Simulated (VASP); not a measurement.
The system is HgSe.

```
CELL_PARAMETERS angstrom
0.00000 3.07281 3.07281
3.07281 0.00000 3.07281
3.07281 3.07281 0.00000
ATOMIC_POSITIONS crystal
Hg 0.00000 0.00000 0.00000
Se 0.25000 0.25000 0.25000
```

Base run:

| Quantity | Value |
| --- | --- |
| Program | VASP 6.6.1 |
| Functional | HSE06 |
| Potentials or basis | VASP PAW PBE potentials, release 64 (Hg, Se) |
| Cutoff | 520 eV |
| k mesh | 6 × 6 × 6 |
| Occupations | gaussian, width 0.03 eV |
| Spin | no spin polarisation |

Its results: pressure 1.0 GPa.

Task: The run is repeated on the same cell with these changes: functional from HSE06 to PBE. What comes out?

Result: Pressure 3.0 GPa.

Caveats: the PAW data sets were made with another functional, which shifts forces and pressure a little (some runs).
